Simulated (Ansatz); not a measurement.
Space group I-4 (No. 82). a = 5.659 Å, b = 5.659 Å, c = 11.312 Å, α = 90.00°, β = 90.00°, γ = 90.00°
```
atom site symmetry x y z
  Zn    2c      -4..  0.0000  0.5000  0.2500
  Cu    2d      -4..  0.5000  0.0000  0.2500
  Cu    2a      -4..  0.0000  0.0000  0.0000
  Sn    2b      -4..  0.5000  0.5000  0.0000
  Se    8g         1  0.2708  0.2608  0.3693
```

Equation of state of this ZnCu$_{2}$SnSe$_{4}$ structure (not necessarily the ground state), with shape and atoms relaxed at each volume where symmetry leaves them free. It has no gap at any of these volumes. Method: DFT PBEsol, scalar-relativistic, plane waves, PAW (Ansatz).

Plane waves to 420 eV, a k mesh through Γ of 10×10×10 on the computed 8-atom cell and Gaussian smearing (0.10 eV); no spin polarisation.

```json
{"V (Å³/atom)": "21.286", "E − E(largest V) (meV/atom)": "3.95", "P (GPa)": "4.76"}
{"V (Å³/atom)": "21.965", "E − E(largest V) (meV/atom)": "-10.59", "P (GPa)": "2.17"}
{"V (Å³/atom)": "22.645", "E − E(largest V) (meV/atom)": "-15.05", "P (GPa)": "0.00"}
{"V (Å³/atom)": "23.324", "E − E(largest V) (meV/atom)": "-11.07", "P (GPa)": "-1.82"}
{"V (Å³/atom)": "24.003", "E − E(largest V) (meV/atom)": "0.00", "P (GPa)": "-3.35"}
```

Q: Fit a third-order Birch–Murnaghan equation to E(V).

A: V0 = 22.64 Å³/atom, B0 = 66 GPa, B0' = 4.8.